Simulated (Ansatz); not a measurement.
SrF$_{2}$ (fluorite, Fm-3m), r²SCAN (plane waves, PAW; program Ansatz). The conduction-band minimum lies at Γ, with 1 equivalent valley. Second derivatives d²E/dk² of the lowest band at one valley (eV·Å²), along Cartesian directions:

```
direction  d²E/dk²
---------  -------
[100]        14.51
[010]        14.51
[001]        14.51
[110]        14.51
[101]        14.51
[011]        14.51
```

**Question.** Find the principal effective masses, the density-of-states mass and the conductivity mass.

**Answer.** Off-diagonal terms follow from H_xy = H[110] − (H_xx + H_yy)/2, and m*/mₑ = 7.620 eV·Å² over each eigenvalue: 0.53, 0.53, 0.53. One valley's DOS mass (m₁m₂m₃)^(1/3) = 0.53, conductivity mass 3/(Σ 1/mᵢ) = 0.53 mₑ.

**Question.** What effective density of states Nc follows at 300 K for parabolic valleys?

**Answer.** Nc = 2.509e19 × 1 × (0.53)^(3/2) ≈ 9.7e18 cm⁻³.

**Question.** With the computed static dielectric constant 6.64 (mean of the diagonal), estimate a hydrogenic donor's binding energy and radius.

**Answer.** E = 13.606 eV × 0.53/6.64² ≈ 160 meV; a = 0.529 Å × ε/m* ≈ 6.6 Å. Semilocal masses tend to be too small where the gap is.

The r²SCAN relaxation kept the symmetry of its start; phonons on a q-mesh show no instability. Spin–orbit coupling is left out wherever it is not named.

Potentials: the later of the program's two PAW sets.
